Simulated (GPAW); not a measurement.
A run of GPAW 26.7.0:

run.py

```python
from ase.dft.bandgap import bandgap
from ase.io import read, write
from ase.parallel import parprint
from gpaw import GPAW, PW

atoms = read('POSCAR')

calc = GPAW(mode=PW(800),
            xc='LDA',
            kpts={'size': (4, 4, 4), 'gamma': True},
            occupations={'name': 'fermi-dirac', 'width': 0.05},
            magmoms=[[0.0, 0.0, 0.0], [0.0, 0.0, 0.0]],
            soc=True,
            symmetry='off',
            nbands=30,
            convergence={'density': 1e-05, 'energy': 1e-05},
            maxiter=150,
            txt='gpaw.txt')
atoms.calc = calc
energy = atoms.get_potential_energy()
forces = atoms.get_forces()
calc.write('gs.gpw')
write('result.traj', atoms)
parprint(f'Energy: {energy:.6f} eV')
parprint('Forces (eV/A):')
parprint(forces.round(4))
parprint('Moments:')
parprint(calc.get_non_collinear_magnetic_moments().round(3))
parprint('Fermi level:', round(calc.get_fermi_level(), 4), 'eV')
parprint(f'Gap: {bandgap(calc)[0]:.4f} eV, direct: {bandgap(calc, direct=True)[0]:.4f} eV')

path = atoms.cell.bandpath('GXWKGLUWLK,UX', npoints=100, eps=1e-4)
bs_calc = calc.fixed_density(kpts=path, symmetry='off', nbands=49,
                             convergence={'bands': 'CBM+6.0', 'eigenstates': 1e-6}, txt='bands.txt')
bs = bs_calc.band_structure()
bs.write('bs.json')
parprint(f'Gap on the path: {bandgap(bs_calc)[0]:.4f} eV')
```

POSCAR

```
ZrC
1.0
    0.0000000000      2.3650000000      2.3650000000
    2.3650000000      0.0000000000      2.3650000000
    2.3650000000      2.3650000000      0.0000000000
Zr C
1 1
Direct
    0.5000000000      0.5000000000      0.5000000000
    0.0000000000      0.0000000000      0.0000000000
```

Potentials or basis: the program's PAW data sets (release 1.2.1) made for this functional, pw.

Launch:

```console
$ OMP_NUM_THREADS=1 mpirun -n 4 gpaw python run.py
```

Hardware: 4 MPI ranks on Arm Neoverse N1 (shared host).

Problem. How long does it take, and how much memory?

Solution. Run time: 7.7 min on 4 MPI ranks on Arm Neoverse N1 (shared host), peak memory 0.41 GiB a rank. Counts: scf iterations 15, plane waves 1380, bands 60, k points 64.
